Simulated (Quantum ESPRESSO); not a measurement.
Crystal: FeO (Wuestite).

```
Fe O
1.0
     0.00000    2.15540    2.15540
     2.15540    0.00000    2.15540
     2.15540    2.15540    0.00000
Fe O
1 1
Direct
  0.00000 0.00000 0.00000
  0.50000 0.50000 0.50000
```

* Program: Quantum ESPRESSO 7.5
* Task: single point
* Functional: PBEsol
* Potentials or basis: GBRV 1.5 PBEsol
* Cutoff: 762 eV
* Density cutoff: 6095 eV
* k mesh: 11 × 11 × 11
* Occupations: fermi-dirac, width 0.05 eV
* Spin: collinear spin, ferromagnetic start
* Starting moments: [3.0, 0.0] μB

On this cell: pressure -8.4 GPa; largest force zero by symmetry; net moment 4.00 μB per cell; site moments Fe +3.46; O +0.32 μB; band gap on the k mesh none (metal or under the smearing width).

The same run follows on a disturbed copy (atoms moved at random, drawn with an rms of 0.05 Å):

```
CELL_PARAMETERS angstrom
0.00000 2.15540 2.15540
2.15540 0.00000 2.15540
2.15540 2.15540 0.00000
ATOMIC_POSITIONS crystal
Fe 0.01050 0.99977 0.02106
O 0.51406 0.51299 0.49061
```

**Question.** What does the disturbed cell give?

**Answer.** The energy (extrapolated to zero smearing) moves by +3.4 meV/atom; pressure -7.9 GPa; largest force 0.177 eV/Å; net moment 4.00 μB per cell; site moments Fe +3.42; O +0.32 μB; band gap on the k mesh none (metal or under the smearing width).

Forces in eV/Å, atoms in the order of the input:
```
Fe  -0.083 -0.134  0.081
O    0.083  0.134 -0.081
```

Stress tensor (GPa, compression positive):
```
-8.11 -0.14  0.08
-0.14 -7.57  0.13
 0.08  0.13 -8.13
```

Caveats: a cell with one magnetic atom can't hold antiferromagnetic order, which such compounds often take; semilocal functionals often make such compounds metallic where correlation or magnetic order opens a gap, which also shifts bond lengths.
